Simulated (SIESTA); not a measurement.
Crystal: HgSe.

```xyz
2
Lattice="0.0000 3.0390 3.0390 3.0390 0.0000 3.0390 3.0390 3.0390 0.0000" Properties=species:S:1:pos:R:3 pbc="T T T"
Hg    0.0000    0.0000    0.0000
Se    4.5585    4.5585    4.5585
```

| Item | Value |
| --- | --- |
| Program | SIESTA 5.4.2 |
| Task | relaxation of cell and atoms |
| Functional | PBE |
| Potentials or basis | PseudoDojo 0.4 standard (PBE files) |
| Basis | DZP (energy shift 0.003 Ry; two zetas on semicore shells) |
| Grid cutoff | 1200 Ry |
| Energy shift | 0.003 Ry |
| k mesh | 6 × 6 × 6 |
| Occupations | fermi-dirac, width 0.05 eV |
| Spin | no spin polarisation |

At the start: pressure 5.8 GPa; volume 28.07 Å³/atom.

Task: Where does the relaxation end?

Result: Over 4 steps the energy falls by 48.0 meV/atom and the volume is 30.99 Å³/atom (+10.4 %); space group F-43m (No. 216, to 0.05 Å).

The path:
| step | energy change (eV) | largest force (eV/Å) | pressure (GPa) | volume (Å³) |
| --- | --- | --- | --- | --- |
| 1 | 0.0000 | 0.0000 | 5.75 | 56.13 |
| 2 | -0.0097 | 0.0000 | 5.42 | 56.41 |
| 3 | -0.0956 | 0.0001 | 0.33 | 61.54 |
| 4 | -0.0960 | 0.0001 | 0.00 | 61.98 |

Final structure:
```cif
data_structure
_symmetry_space_group_name_H-M 'P 1'
_symmetry_Int_Tables_number 1
_cell_length_a 4.4421
_cell_length_b 4.4421
_cell_length_c 4.4421
_cell_angle_alpha 59.999
_cell_angle_beta 59.999
_cell_angle_gamma 59.999
_cell_volume 61.98
loop_
_atom_site_label
_atom_site_type_symbol
_atom_site_fract_x
_atom_site_fract_y
_atom_site_fract_z
_atom_site_occupancy
Hg1 Hg 0.00000 0.00000 0.00000 1
Se1 Se 0.75000 0.75000 0.75000 1
```

Caveat: short orbitals over semicore shells can move pressures by several GPa; the volume moved by +10 % from the deposited cell, more than functionals usually miss; the basis of atomic orbitals isn't converged, which shifts pressures, moduli and gaps.
